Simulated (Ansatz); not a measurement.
A series in volume scale on Si

Results calculated with Ansatz 0.2.0, not measured. Free energy against uniform scaling of the volume at fixed shape and fractions; periodic cell, basis, potentials, k mesh and filling as listed.

The cell before it is scaled or strained (space group I4/mmm, No. 139):
```
Si
1.0
     -1.6323     1.6323     1.3247
      1.6323    -1.6323     1.3247
      1.6323     1.6323    -1.3247
Si
1
Direct
  0.00000 0.00000 0.00000
```

Settings of every row: functional PBEsol; dispersion none; potentials PAW; wave cutoff 500 eV; density cutoff 2000 eV; k mesh 14x14x14; k shift 0x0x0; occupations fermi dirac; smearing width 0.1 eV; spin none.

Limits: coarse k mesh, up to 40 meV an atom off; the cell comes from a prototype or a list of computed structures and needn't be the stable phase.

```
row  volume scale  V (Å³/atom)  energy above lowest point (meV/atom)
  1        0.9406        13.28                                     ?
  2        0.9703       13.699                                   3.5
  3             1       14.118                                     0
  4        1.0297       14.537                                     4
  5        1.0594       14.957                                  14.2
```

Question: what energy above lowest point should row 1 give?

Worked fit of energy above lowest point. Take u = (V_r/V)^(2/3) − 1 with V_r = 14.328 Å³ an atom, which is twice the finite (Eulerian) strain; such expansions in the strain, on which the Birch-Murnaghan equation of state is built, carry the rest volume and the bulk modulus. The shown rows have u = 0.03038, 0.00989, -0.00961, -0.02824. Least squares give energy above lowest point = 1.15 − 202.8 × u + 9202 × u² meV/atom; a straight line predicts inner rows, each left out in turn, worse (root mean square 5 against 0.11 meV/atom). The rows lie off it by 0.0, 0.0, 0.1, 0.0. The withheld row has u = 0.05194, so the fit gives 1.15 − 202.8 × (0.05194) + 9202 × (0.05194)² = 15.4 meV/atom.

The calculation gave 16.1 meV/atom. The fit lies 0.7 meV/atom (4.3 % of the value, 4.3 % of the column's range) below it; its largest miss of a shown row is 0.1 meV/atom. This row lies beyond the range of the fit.
